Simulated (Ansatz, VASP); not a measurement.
## BP: VASP and Ansatz over several settings

```xyz
2
Lattice="0.0000 2.2989 2.2989 2.2989 0.0000 2.2989 2.2989 2.2989 0.0000" Properties=species:S:1:pos:R:3 pbc="T T T"
P     3.4483    3.4483    3.4483
B     0.0000    0.0000    0.0000
```

Change from the starting cell: volume scaled by 1.04.

Single points on this cell with VASP 6.6.1 and Ansatz 0.2.0. Each row is one pair of runs. Alike in all rows: spin: off; k mesh: 10 × 10 × 10; smearing: fermi-dirac, width 0.05 eV; VASP's potentials, cutoff: VASP PAW PBE potentials, release 64 (P, B), 520 eV.

```csv
level,"Ansatz's potentials, cutoff","gap on the k mesh at the Fermi level (eV), VASP","gap on the k mesh at the Fermi level (eV), Ansatz","least direct gap on the mesh (eV), VASP","least direct gap on the mesh (eV), Ansatz","pressure (GPa), VASP","pressure (GPa), Ansatz"
PBE,"Ansatz PAW, 420 eV",1.29,1.30,3.35,3.35,-5.1,-4.9
PBE,"Ansatz NC, 1116 eV",1.29,1.30,3.35,3.35,-5.1,-4.9
PBE,"JTH PAW, 840 eV",1.29,1.29,3.35,3.34,-5.1,-4.9
PBE,"SPMS NC, 789 eV",1.29,1.30,3.35,3.35,-5.1,-5.1
```

Gap on the k mesh at the fermi level (eV): the two programs differ by at most 0.01; least direct gap on the mesh (eV): the two programs differ by at most 0.005; pressure (GPa): the two programs differ by at most 0.22.
